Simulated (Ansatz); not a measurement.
**Property card of a ZrSe2 sheet**

The cell was found from a structure generator's guess, not taken from experiment.

Level of theory: Ansatz 0.2.0, DFT PBE, scalar-relativistic, plane waves, PAW. Settings: cutoff 420 eV, Γ-centred mesh 12×12×1 on the computed 3-atom cell, Gaussian smearing of 0.02 eV; no spin polarisation.

The sheet is periodic along a and b; c holds vacuum.

```yaml
crystal:
  periodic: [true, true, false]
  lattice:
    - [3.79916, 0.00000, 0.00000]
    - [-1.89958, 3.29017, 0.00000]
    - [0.00000, 0.00000, 30.15179]
  atoms:
    - { symbol: Zr, position: [0.00000, 0.00000, 0.29849] }
    - { symbol: Se, position: [0.66667, 0.33333, 0.24601] }
    - { symbol: Se, position: [0.33333, 0.66667, 0.35097] }
```

Formation energies are uncorrected and refer to the elements' standard structures at the same level.

| Quantity | Value |
| --- | --- |
| Layer group | p-3m1 (No. 72) |
| In-plane cell | a = 3.799 Å, b = 3.799 Å, γ = 120.0° |
| Area per atom | 4.17 Å² |
| Thickness between the outermost nuclei | 3.16 Å |
| Formation energy | −1.356 eV/atom |
| Band gap over mesh and path | 0.50 eV |
| Löwdin character of the top 1 eV of the valence band | Se 4p 89 %, Zr 4d 9 % |
| Löwdin character of the lowest 1 eV of the conduction band | Zr 4d 78 %, Se 4p 18 % |
| Bader charges (e) | Zr1 1.92, Se2 -0.96, Se3 -0.96 |

Levels along Γ–M–K–Γ, in eV from a zero inside the gap, sorted by energy at each point. Points in fractions of the primitive reciprocal vectors: Γ (0.000 0.000 0.000), M (0.500 0.000 0.000), K (0.333 0.333 0.000).
```tsv
point	k (1/Å, with 2π)	band 19	band 20	band 21	band 22	band 23	band 24	band 25
Γ	0.000	-2.73	-1.36	-0.25	-0.25	0.88	0.88	1.46
-	0.477	-2.72	-2.56	-1.20	-1.02	0.62	1.96	2.22
M	0.955	-2.75	-2.67	-1.73	-1.30	0.25	2.34	2.69
-	1.230	-2.69	-2.59	-2.29	-1.80	1.01	2.31	2.43
K	1.506	-3.64	-2.34	-2.34	-2.20	1.61	2.18	2.18
-	2.057	-3.02	-2.33	-1.94	-1.05	1.17	1.55	2.50
Γ	2.609	-2.73	-1.36	-0.25	-0.25	0.88	0.88	1.46
```

The last run used a 12×12×1 mesh for its 3-atom cell and Gaussian smearing of 0.02 eV. Kohn–Sham gaps at this level usually fall short of measured ones. The reference form of Se is held partly by dispersion forces, which this level lacks.
